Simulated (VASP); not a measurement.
BeTe:

```
Te Be
1.0
     0.00000    2.77000    2.77000
     2.77000    0.00000    2.77000
     2.77000    2.77000    0.00000
Te Be
1 1
Direct
  0.75000 0.75000 0.75000
  0.00000 0.00000 0.00000
```

| Item | Value |
| --- | --- |
| Program | VASP 6.6.1 |
| Task | relaxation of cell and atoms |
| Functional | rev-vdW-DF2 |
| Potentials or basis | VASP PAW PBE potentials, release 64 (Te, Be) |
| Cutoff | 600 eV |
| k mesh | 8 × 8 × 8 |
| Occupations | fermi-dirac, width 0.05 eV |
| Spin | no spin polarisation |

At the start: pressure 3.8 GPa; volume 21.25 Å³/atom.

Task: Where does the relaxation end?

Result: Over 3 steps the energy falls by 14.3 meV/atom and the volume is 22.52 Å³/atom (+6.0 %); space group F-43m (No. 216, to 0.05 Å).

The path:
| step | energy change (eV) | largest force (eV/Å) | pressure (GPa) | volume (Å³) |
| --- | --- | --- | --- | --- |
| 1 | 0.0000 | 0.0000 | 3.81 | 42.51 |
| 2 | -0.0270 | 0.0000 | -0.81 | 45.69 |
| 3 | -0.0287 | 0.0000 | 0.01 | 45.04 |

Final structure:
```
CELL_PARAMETERS angstrom
0.00000 2.82390 2.82390
2.82390 0.00000 2.82390
2.82390 2.82390 0.00000
ATOMIC_POSITIONS crystal
Te 0.75000 0.75000 0.75000
Be 0.00000 0.00000 0.00000
```

Caveat: the PAW data sets were made with another functional, which shifts forces and pressure a little.
